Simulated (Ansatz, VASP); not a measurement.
This is a calculation of SiO2 for Ansatz 0.2.0.

input.yaml

```yaml
crystal:
  lattice:
    - [-2.5098901283, 2.5098901283, 3.7037776963]
    - [2.5098901283, -2.5098901283, 3.7037776963]
    - [2.5098901283, 2.5098901283, -3.7037776963]
  atoms:
    - { symbol: Si, position: [0.75, 0.25, 0.5] }
    - { symbol: Si, position: [0.0, 0.0, 0.0] }
    - { symbol: O, position: [0.875, 0.02821387, 0.65321387] }
    - { symbol: O, position: [0.77821387, 0.125, 0.15321387] }
    - { symbol: O, position: [0.97178613, 0.625, 0.84678613] }
    - { symbol: O, position: [0.375, 0.22178613, 0.34678613] }
kpoints:
  mp_grid: { grid: [8, 8, 8] }
scf:
  occupations: { method: fermi_dirac, width: 0.05 }
hamiltonian:
  xc: pbesol
  pseudopotentials: { kind: all_electron, lapw: { basis_error: 0.001 } }
output:
  forces: true
  stress: true
  eigenvalues: true
```

Potentials or basis: all-electron LAPW, scalar-relativistic.

Command:

```console
$ ansatz run input.yaml --threads 4 --pin off --max-ram 12288MiB --backend cpu --events-out ev --progress --plain --runs-dir out
```

Translate it to VASP 6.6.1. Potentials there: VASP PAW PBE potentials, release 64 (Si, O).

As run (the cutoff follows the program's own potentials):

Contents of INCAR:

```
PREC = Accurate
ENCUT = 520
EDIFF = 1E-6
ISMEAR = -1
SIGMA = 0.05
LREAL = False
LASPH = True
NELM = 80
ALGO = Normal
ISIF = 2
LWAVE = False
LCHARG = True
GGA = PS
LELF = True
LVHAR = True
NBANDS = 25
```

KPOINTS

```
regular mesh
0
Gamma
  8 8 8
```

Contents of POSCAR:

```
SiO2
1.0
   -2.5098901283      2.5098901283      3.7037776963
    2.5098901283     -2.5098901283      3.7037776963
    2.5098901283      2.5098901283     -3.7037776963
Si O
2 4
Direct
    0.7500000000      0.2500000000      0.5000000000
    0.0000000000      0.0000000000      0.0000000000
    0.8750000000      0.0282138700      0.6532138700
    0.7782138700      0.1250000000      0.1532138700
    0.9717861300      0.6250000000      0.8467861300
    0.3750000000      0.2217861300      0.3467861300
```

Potentials or basis: VASP PAW PBE potentials, release 64 (Si, O).

Run with:

```sh
$ cat potpaw_PBE.64/Si/POTCAR potpaw_PBE.64/O/POTCAR > POTCAR
$ mpirun -np 1 vasp_std > vasp.out
```

Both were run:

|  | VASP | Ansatz | Ansatz less VASP |
| --- | --- | --- | --- |
| gap on the k mesh at the Fermi level (eV) | 5.66 | 5.67 | +0.010 |
| least direct gap on the mesh (eV) | 5.66 | 5.67 | +0.010 |
| pressure (GPa) | -3.4 | -3.9 | -0.49 |
| rms of the force components (eV/Å) | 0.114 | 0.125 | +0.0106 |

Atom by atom the forces differ by 0.011 eV/Å (rms over components). Ansatz ran all-electron here, so the differences hold the error of VASP's frozen core and of both bases.

Caveats: the PAW data sets were made with another functional, which shifts forces and pressure a little (VASP). A k mesh can miss the band edges.
